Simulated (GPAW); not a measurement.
# AlCo (Pm-3m) in GPAW: a series of runs

The runs below take AlCo through band structure, with PBEsol, PBEsol+U.

All numbers are computed with GPAW 26.7.0; they aren't measurements. Logs are shortened: lines on timing, memory, paths and dates and some standing lists are left out, and cuts for length are marked. The log counts tension as positive stress, the text compression.

## 1. The structure

Symmetry: Pm-3m, No. 221, cubic system. Conventional cell: a = 2.819 Å, b = 2.819 Å, c = 2.819 Å, α = 90.00°, β = 90.00°, γ = 90.00°. Co (site symmetry m-3m) has 8 Al at 2.44 Å as nearest neighbours. Around Al (site symmetry m-3m) lie 8 Co at 2.44 Å.

The cell is a database's computed one.

## 2. Band structure, PBEsol, collinear spin, ferromagnetic start

Input file run.py:

```python
from ase import Atoms
from ase.dft.bandgap import bandgap
from ase.io import write
from ase.units import GPa
from gpaw import GPAW, PW, setup_paths

setup_paths.insert(0, '.')

atoms = Atoms(['Co', 'Al'],
              cell=[[2.81940321, 0.0, 0.0],
                    [0.0, 2.81940321, 0.0],
                    [0.0, 0.0, 2.81940321]],
              scaled_positions=[[0.5, 0.5, 0.5],
                                [0.0, 0.0, 0.0]],
              pbc=True)
atoms.set_initial_magnetic_moments([2.0, 0.0])

calc = GPAW(mode=PW(600),
            xc='PBEsol',
            kpts={'size': (9, 9, 9), 'gamma': True},
            occupations={'name': 'fermi-dirac', 'width': 0.05},
            nbands=15,
            convergence={'density': 1e-05, 'energy': 1e-05},
            maxiter=150,
            txt='gpaw.txt')
atoms.calc = calc
energy = atoms.get_potential_energy()
forces = atoms.get_forces()
stress = atoms.get_stress()
calc.write('gs.gpw')
write('result.traj', atoms)
print(f'Energy: {energy:.6f} eV')
print('Forces (eV/A):')
print(forces.round(4))
print('Stress (GPa):', (stress / GPa).round(3))
print('Moments:', calc.get_magnetic_moments().round(3))
print('Fermi level:', round(calc.get_fermi_level(), 4), 'eV')
print(f'Gap: {bandgap(calc)[0]:.4f} eV, direct: {bandgap(calc, direct=True)[0]:.4f} eV')

path = atoms.cell.bandpath('GXMGRX,MR', npoints=100, eps=1e-4)
bs_calc = calc.fixed_density(kpts=path, symmetry='off', nbands=24,
                             convergence={'bands': 'CBM+6.0', 'eigenstates': 1e-6}, txt='bands.txt')
bs = bs_calc.band_structure()
bs.write('bs.json')
print(f'Gap on the path: {bandgap(bs_calc)[0]:.4f} eV')
```

Potentials or basis: PAW data sets generated in the run's folder for this functional, pw.

Command:

```
gpaw-setup -f PBEsol Al Co
OMP_NUM_THREADS=1 python run.py
```

gpaw.txt:

```text
__  _  _
 | _ |_)|_||  |
 |__||  | ||/\| - 26.7.0

Input parameters:
  mode=PW(ecut=600.0),
  convergence={'density': 1e-05, 'energy': 1e-05},
  kpts=MonkhorstPack(size=(9, 9, 9), gamma=True),
  maxiter=150,
  nbands=15,
  occupations=Occupations(name='fermi-dirac', width=0.05),
  xc=XC(name='PBEsol')

Diagonalizing LCAO Hamiltonian
Converting LCAO to pw mode
   .------.
  /|      |
 * |  Co  |
 | .------.
 |/      /
 Al-----*

Atoms  # Å, Bohr magnetons
|   | symbol |        x |        y |        z |    initial magnetic moments |
|---|--------|----------|----------|----------|-----------------------------|
| 0 |     Co | 1.409702 | 1.409702 | 1.409702 | ( 0.0000,  0.0000,  2.0000) |
| 1 |     Al | 0.000000 | 0.000000 | 0.000000 | ( 0.0000,  0.0000,  0.0000) |

Unit cell  # Å
| periodic |        x |        y |        z |  lengths |    angles |
|----------|----------|----------|----------|----------|-----------|
|      yes | 2.819403 | 0.000000 | 0.000000 | 2.819403 | 90.000000 |
|      yes | 0.000000 | 2.819403 | 0.000000 | 2.819403 | 90.000000 |
|      yes | 0.000000 | 0.000000 | 2.819403 | 2.819403 | 90.000000 |

Number of symmetries: 48
Symmetry operations  # r_c * U_cc + t_c -> r_c
|    | kind |            matrix            |
|----|------|------------------------------|
|  0 |  E   |  1, 0, 0,  0, 1, 0,  0, 0, 1 |
|  1 |  σ   |  1, 0, 0,  0, 1, 0,  0, 0,-1 |
|  2 |  σ   |  1, 0, 0,  0, 0, 1,  0, 1, 0 |
|  3 |  C4  |  1, 0, 0,  0, 0, 1,  0,-1, 0 |
|  4 |  C4  |  1, 0, 0,  0, 0,-1,  0, 1, 0 |
|  5 |  σ   |  1, 0, 0,  0, 0,-1,  0,-1, 0 |
|  6 |  σ   |  1, 0, 0,  0,-1, 0,  0, 0, 1 |
|  7 |  C2  |  1, 0, 0,  0,-1, 0,  0, 0,-1 |
|  8 |  σ   |  0, 1, 0,  1, 0, 0,  0, 0, 1 |
|  9 |  C2  |  0, 1, 0,  1, 0, 0,  0, 0,-1 |
| 10 |  C3  |  0, 1, 0,  0, 0, 1,  1, 0, 0 |
| 11 |  S6  |  0, 1, 0,  0, 0, 1, -1, 0, 0 |
| 12 |  S6  |  0, 1, 0,  0, 0,-1,  1, 0, 0 |
| 13 |  C3  |  0, 1, 0,  0, 0,-1, -1, 0, 0 |
| 14 |  C4  |  0, 1, 0, -1, 0, 0,  0, 0, 1 |
| 15 |  S4  |  0, 1, 0, -1, 0, 0,  0, 0,-1 |
| 16 |  C3  |  0, 0, 1,  1, 0, 0,  0, 1, 0 |
| 17 |  S6  |  0, 0, 1,  1, 0, 0,  0,-1, 0 |
| 18 |  σ   |  0, 0, 1,  0, 1, 0,  1, 0, 0 |
| 19 |  C4  |  0, 0, 1,  0, 1, 0, -1, 0, 0 |
| 20 |  C2  |  0, 0, 1,  0,-1, 0,  1, 0, 0 |
| 21 |  S4  |  0, 0, 1,  0,-1, 0, -1, 0, 0 |
| 22 |  S6  |  0, 0, 1, -1, 0, 0,  0, 1, 0 |
| 23 |  C3  |  0, 0, 1, -1, 0, 0,  0,-1, 0 |
| 24 |  S6  |  0, 0,-1,  1, 0, 0,  0, 1, 0 |
| 25 |  C3  |  0, 0,-1,  1, 0, 0,  0,-1, 0 |
| 26 |  C4  |  0, 0,-1,  0, 1, 0,  1, 0, 0 |
| 27 |  σ   |  0, 0,-1,  0, 1, 0, -1, 0, 0 |
| 28 |  S4  |  0, 0,-1,  0,-1, 0,  1, 0, 0 |
| 29 |  C2  |  0, 0,-1,  0,-1, 0, -1, 0, 0 |
| 30 |  C3  |  0, 0,-1, -1, 0, 0,  0, 1, 0 |
| 31 |  S6  |  0, 0,-1, -1, 0, 0,  0,-1, 0 |
| 32 |  C4  |  0,-1, 0,  1, 0, 0,  0, 0, 1 |
| 33 |  S4  |  0,-1, 0,  1, 0, 0,  0, 0,-1 |
| 34 |  S6  |  0,-1, 0,  0, 0, 1,  1, 0, 0 |
| 35 |  C3  |  0,-1, 0,  0, 0, 1, -1, 0, 0 |
| 36 |  C3  |  0,-1, 0,  0, 0,-1,  1, 0, 0 |
| 37 |  S6  |  0,-1, 0,  0, 0,-1, -1, 0, 0 |
| 38 |  σ   |  0,-1, 0, -1, 0, 0,  0, 0, 1 |
| 39 |  C2  |  0,-1, 0, -1, 0, 0,  0, 0,-1 |
| 40 |  σ   | -1, 0, 0,  0, 1, 0,  0, 0, 1 |
| 41 |  C2  | -1, 0, 0,  0, 1, 0,  0, 0,-1 |
| 42 |  C2  | -1, 0, 0,  0, 0, 1,  0, 1, 0 |
| 43 |  S4  | -1, 0, 0,  0, 0, 1,  0,-1, 0 |
| 44 |  S4  | -1, 0, 0,  0, 0,-1,  0, 1, 0 |
| 45 |  C2  | -1, 0, 0,  0, 0,-1,  0,-1, 0 |
| 46 |  C2  | -1, 0, 0,  0,-1, 0,  0, 0, 1 |
| 47 |  i   | -1, 0, 0,  0,-1, 0,  0, 0,-1 |

BZ-sampling:
  Number of BZ points: 729
  Number of IBZ points: 35

  Monkhorst-Pack size: [9, 9, 9]
  Monkhorst-Pack shift: [0, 0, 0]

K-points  # in reciprocal-cell coordinates
|     |                                coordinates |     weight |
|-----|--------------------------------------------|------------|
|   0 | (  0.00000000,   0.00000000,   0.00000000) | 0.00137174 |
|   1 | (  0.11111111,   0.00000000,   0.00000000) | 0.00823045 |
|   2 | (  0.11111111,   0.11111111,   0.00000000) | 0.01646091 |
|   3 | (  0.11111111,   0.11111111,   0.11111111) | 0.01097394 |
|   4 | (  0.22222222,   0.00000000,   0.00000000) | 0.00823045 |
|   5 | (  0.22222222,   0.11111111,   0.00000000) | 0.03292181 |
|   6 | (  0.22222222,   0.11111111,   0.11111111) | 0.03292181 |
|   7 | (  0.22222222,   0.22222222,   0.00000000) | 0.01646091 |
|   8 | (  0.22222222,   0.22222222,   0.11111111) | 0.03292181 |
|   9 | (  0.22222222,   0.22222222,   0.22222222) | 0.01097394 |
| ... |                                            |            |
|  34 | (  0.44444444,   0.44444444,   0.44444444) | 0.01097394 |

Plane wave coefficients: 756
Cutoff: 600.0 eV

Spin-components: 2 (collinear spins)
Bands:           15
Projectors:      11
Spin-degeneracy: 1
Datatype:        complex128

Parallelization:
  kpt:    1
  domain: 1
  band:   1

Density:
  Valence electrons: 12.0
  Components: 2
  Grid points: [16 16 16]
  Charge: 0.0  # |e|

Potential:
  Grid points: [16 16 16]

species:
  Co:
    name:    Cobalt
    Z:       27.0
    valence: 9
    core:    18
    charge:  0.0  # [|e|]
    compensation charges:
      type: gauss
      rc: 0.32  # [Å]
      lmax: 2
    cutoffs:
      filter: 1.87  # [Å]
      core: 2.55  # [Å]
    projectors
    | kind |    occ | energy [eV] | rcut [Å] |
    |------|--------|-------------|----------|
    |   4s |  2.000 |      -5.488 |    1.005 |
    |   4p |  0.000 |      -1.248 |    1.058 |
    |   3d |  7.000 |      -8.230 |    1.005 |
    |    s |        |      21.723 |    1.005 |
    |    p |        |      25.963 |    1.058 |
    |    d |        |      18.981 |    1.005 |

    Using partial waves for Co as LCAO basis

  Al:
    name:    Aluminium
    Z:       13.0
    valence: 3
    core:    10
    charge:  0.0  # [|e|]
    compensation charges:
      type: gauss
      rc: 0.34  # [Å]
      lmax: 2
    cutoffs:
      filter: 1.91  # [Å]
      core: 2.36  # [Å]
    projectors
    | kind |    occ | energy [eV] | rcut [Å] |
    |------|--------|-------------|----------|
    |   3s |  2.000 |      -7.715 |    1.085 |
    |   3p |  1.000 |      -2.689 |    1.085 |
    |    s |        |      19.497 |    1.085 |
    |    p |        |      24.522 |    1.085 |
    |    d |        |       0.000 |    1.085 |

    Using partial waves for Al as LCAO basis

Reference energy: -44458.988219  # eV

eigensolver:
  PPCG
  Converge bands: occupied
  niter=2

density mixing:
  MSR1-Mixer
  Pratt-step length: 0.05
  Maximum mixing coefficient: 0.75
  Old densities: 10
  SVD Regularization: 0.005
  Good broyden scale: 1.0
  Trust region scale: 1.0
  Backstep threshold: 4.0
  History deletion threshold: 6.0
  Fourier metric: weight=20.0, sigma=0.015

occupation numbers:
  Fermi-Dirac:
    width: 0.0500  # eV

poisson solver:
  ecut: 4800.0  # eV

xc functional:
  name: PBEsol with 2 nearest neighbor stencil

convergence criteria:
- Maximum integral of absolute [dens]ity change: 1e-05 electrons / valence electron
- Maximum [total energy] change in last 3 cyles: 1e-05 eV / valence electron
- Maximum integral of absolute [eigenst]ate change: 4e-08 eV^2 / valence electron
maximum number of iterations: 150

SCF iterations
|iter     | |      energy | eigst |  dens |  magmom |
|---------|-|-------------|-------|-------|---------|
|iter:   1| |  -13.870293 | +0.54 |       |  +2.0064|
|iter:   2| |  -13.865675 | -1.96 | -0.77 |  +1.9403|
|iter:   3| |  -14.193480 | -2.19 | -0.81 |  +1.2672|
|iter:   4| |  -14.214697 | -1.87 | -0.92 |  +0.5451|
|iter:   5| |  -14.239757 | -2.90 | -1.33 |  +0.1964|
|iter:   6| |  -14.265172 | -3.08 | -1.61 |  -0.0484|
|iter:   7| |  -14.269180 | -4.22 | -1.96 |  +0.0183|
|iter:   8| |  -14.271170 | -4.07 | -2.27 |  -0.0059|
|iter:   9| |  -14.271221 | -5.80 | -3.00 |  +0.0015|
|iter:  10| |  -14.271235c| -5.96 | -3.39 |  -0.0004|
|iter:  11| |  -14.271235c| -7.95c| -4.15 |  +0.0002|
|iter:  12| |  -14.271235c| -8.06c| -4.77 |  -0.0000|
|iter:  13| |  -14.271235c| -8.97c| -5.33c|  +0.0000|

Converged in 13 steps
Energy contributions relative to reference atoms: (reference = -44458.988219)

Energy contributions:
  Kinetic:          19.755924
  Coulomb:         -14.132737
  Zero:             -0.063375
  External:          0.000000
  Xc:              -19.828867
  Entropy:          -0.004362
  Spinorbit:         0.000000
  ----------------------------
  Free energy:     -14.273417
  Extrapolated:    -14.271235

dipole moment: (-4.819152, -4.819152, -4.819152)  # |e|*Ang

Total magnetic moment: (0.000000, 0.000000, 0.000002)

Local magnetic moments
|        x |        y |         z |
|----------|----------|-----------|
| 0.000000 | 0.000000 | -0.000003 |  # Co   0
| 0.000000 | 0.000000 |  0.000003 |  # Al   1

Fermi level: 10.438
Eigenvalues  # (at kpt = [0.000, 0.000, 0.000])
| band index |      eig [eV] | occ [0-1] |      eig [eV] | occ [0-1] |
|------------|---------------|-----------|---------------|-----------|
|          0 |        -0.899 |     1.000 |        -0.899 |     1.000 |
|          1 |         7.303 |     1.000 |         7.303 |     1.000 |
|          2 |         7.303 |     1.000 |         7.303 |     1.000 |
|          3 |         9.614 |     1.000 |         9.614 |     1.000 |
|          4 |         9.614 |     1.000 |         9.614 |     1.000 |
|          5 |         9.614 |     1.000 |         9.614 |     1.000 |
|          6 |        16.554 |     0.000 |        16.554 |     0.000 |
|          7 |        16.554 |     0.000 |        16.554 |     0.000 |
|          8 |        16.554 |     0.000 |        16.554 |     0.000 |
|          9 |        19.343 |     0.000 |        19.343 |     0.000 |
|         10 |        19.343 |     0.000 |        19.343 |     0.000 |
|         11 |        26.182 |     0.000 |        26.182 |     0.000 |
|         12 |        32.494 |     0.000 |        32.494 |     0.000 |
|         13 |        32.494 |     0.000 |        32.494 |     0.000 |
|         14 |        32.494 |     0.000 |        32.494 |     0.000 |

No gap
No difference between direct/indirect transitions

Forces  # eV/Ang
|       x |        y |       z |
|---------|----------|---------|
| 0.00000 |  0.00000 | 0.00000 |  # Co   0
| 0.00000 | -0.00000 | 0.00000 |  # Al   1

Stress tensor  # eV/Ang^3
|         x |         y |         z |
|-----------|-----------|-----------|
| -0.009199 | -0.000000 |  0.000000 |
| -0.000000 | -0.009199 |  0.000000 |
|  0.000000 |  0.000000 | -0.009199 |

# Writing to gs.gpw (mode='')
```

It took 40 s on 1 thread of Arm Neoverse V1, shared host; peak memory 0.23 GiB.

Results:

- Free energy: -14.2734 eV
- Pressure: 1.5 GPa
- Band gap along the path: none (metal or under the smearing width)
- Net moment: 0.00 μB per cell

Levels at the corners of the path, in eV from the Fermi level:
Spin up:
| point | band 3 | band 4 | band 5 | band 6 | band 7 | band 8 | band 9 | band 10 |
| --- | --- | --- | --- | --- | --- | --- | --- | --- |
| Γ | -3.13 | -0.82 | -0.82 | -0.82 | 6.12 | 6.12 | 6.12 | 8.91 |
| X | -2.51 | -1.75 | -1.75 | -0.70 | 0.20 | 8.48 | 10.76 | 10.76 |
| M | -2.79 | -2.79 | -1.54 | -1.54 | -0.24 | 2.49 | 3.74 | 13.15 |
| Γ | -3.13 | -0.82 | -0.82 | -0.82 | 6.12 | 6.12 | 6.12 | 8.91 |
| R | -4.08 | -0.20 | -0.20 | 2.33 | 2.33 | 2.33 | 4.44 | 5.59 |
| X | -2.51 | -1.75 | -1.75 | -0.70 | 0.20 | 8.48 | 10.76 | 10.76 |
| M | -2.79 | -2.79 | -1.54 | -1.54 | -0.24 | 2.49 | 3.74 | 13.15 |
| R | -4.08 | -0.20 | -0.20 | 2.33 | 2.33 | 2.33 | 4.44 | 5.59 |
Spin down:
| point | band 4 | band 5 | band 6 | band 7 | band 8 | band 9 |
| --- | --- | --- | --- | --- | --- | --- |
| Γ | -0.82 | -0.82 | -0.82 | 6.12 | 6.12 | 6.12 |
| X | -1.75 | -1.75 | -0.70 | 0.20 | 8.48 | 10.76 |
| M | -2.79 | -1.54 | -1.54 | -0.24 | 2.49 | 3.74 |
| Γ | -0.82 | -0.82 | -0.82 | 6.12 | 6.12 | 6.12 |
| R | -0.20 | -0.20 | 2.33 | 2.33 | 2.33 | 4.44 |
| X | -1.75 | -1.75 | -0.70 | 0.20 | 8.48 | 10.76 |
| M | -2.79 | -1.54 | -1.54 | -0.24 | 2.49 | 3.74 |
| R | -0.20 | -0.20 | 2.33 | 2.33 | 2.33 | 4.44 |

Caveat: the starting moments collapsed, and a magnetic state may lie lower.

## 3. Band structure, PBEsol+U, collinear spin, ferromagnetic start

run.py: that of step 2 with these lines changed.

```diff
@@ -21,2 +21,3 @@
             occupations={'name': 'fermi-dirac', 'width': 0.05},
+            setups={'Co': ':d,1.0'},
             nbands=15,
```

Potentials or basis: PAW data sets generated in the run's folder for this functional, pw.

Command:

```
gpaw-setup -f PBEsol Al Co
OMP_NUM_THREADS=1 python run.py
```

Run time: 42 s. Hardware: 1 thread of Arm Neoverse V1, shared host; peak memory 0.24 GiB.

The run converged. Its results:

```yaml
Free_energy: -13.3845 eV
Pressure: 0.8 GPa
Band_gap_along_the_path: none (metal or under the smearing width)
Net_moment: 0.00 μB per cell
```

Levels at the corners of the path, in eV from the Fermi level:
Spin up:
| point | band 2 | band 3 | band 4 | band 5 | band 6 | band 7 | band 8 | band 9 | band 10 | band 11 |
| --- | --- | --- | --- | --- | --- | --- | --- | --- | --- | --- |
| Γ | -3.14 | -3.14 | -1.02 | -1.02 | -1.02 | 6.10 | 6.10 | 6.10 | 8.89 | 8.89 |
| X | -6.85 | -2.51 | -1.93 | -1.93 | -0.90 | 0.21 | 8.44 | 10.75 | 10.75 | 11.95 |
| M | -3.23 | -2.81 | -2.81 | -1.72 | -1.72 | -0.23 | 2.51 | 3.60 | 13.11 | 16.09 |
| Γ | -3.14 | -3.14 | -1.02 | -1.02 | -1.02 | 6.10 | 6.10 | 6.10 | 8.89 | 8.89 |
| R | -4.21 | -4.21 | -0.19 | -0.19 | 2.32 | 2.32 | 2.32 | 4.39 | 5.48 | 5.48 |
| X | -6.85 | -2.51 | -1.93 | -1.93 | -0.90 | 0.21 | 8.44 | 10.75 | 10.75 | 11.95 |
| M | -3.23 | -2.81 | -2.81 | -1.72 | -1.72 | -0.23 | 2.51 | 3.60 | 13.11 | 16.09 |
| R | -4.21 | -4.21 | -0.19 | -0.19 | 2.32 | 2.32 | 2.32 | 4.39 | 5.48 | 5.48 |
Spin down:
| point | band 2 | band 3 | band 4 | band 5 | band 6 | band 7 | band 8 | band 9 | band 10 | band 11 |
| --- | --- | --- | --- | --- | --- | --- | --- | --- | --- | --- |
| Γ | -3.14 | -3.14 | -1.02 | -1.02 | -1.02 | 6.10 | 6.10 | 6.10 | 8.89 | 8.89 |
| X | -6.85 | -2.51 | -1.93 | -1.93 | -0.90 | 0.21 | 8.44 | 10.75 | 10.75 | 11.95 |
| M | -3.23 | -2.81 | -2.81 | -1.72 | -1.72 | -0.23 | 2.51 | 3.60 | 13.11 | 16.09 |
| Γ | -3.14 | -3.14 | -1.02 | -1.02 | -1.02 | 6.10 | 6.10 | 6.10 | 8.89 | 8.89 |
| R | -4.21 | -4.21 | -0.19 | -0.19 | 2.32 | 2.32 | 2.32 | 4.39 | 5.48 | 5.48 |
| X | -6.85 | -2.51 | -1.93 | -1.93 | -0.90 | 0.21 | 8.44 | 10.75 | 10.75 | 11.95 |
| M | -3.23 | -2.81 | -2.81 | -1.72 | -1.72 | -0.23 | 2.51 | 3.60 | 13.11 | 16.09 |
| R | -4.21 | -4.21 | -0.19 | -0.19 | 2.32 | 2.32 | 2.32 | 4.39 | 5.48 | 5.48 |

Caveat: the starting moments collapsed, and a magnetic state may lie lower; the U is typed as a test and isn't derived for this compound. The state reached can hang on the start; a lower one may exist.

[end of part 1 of 2]
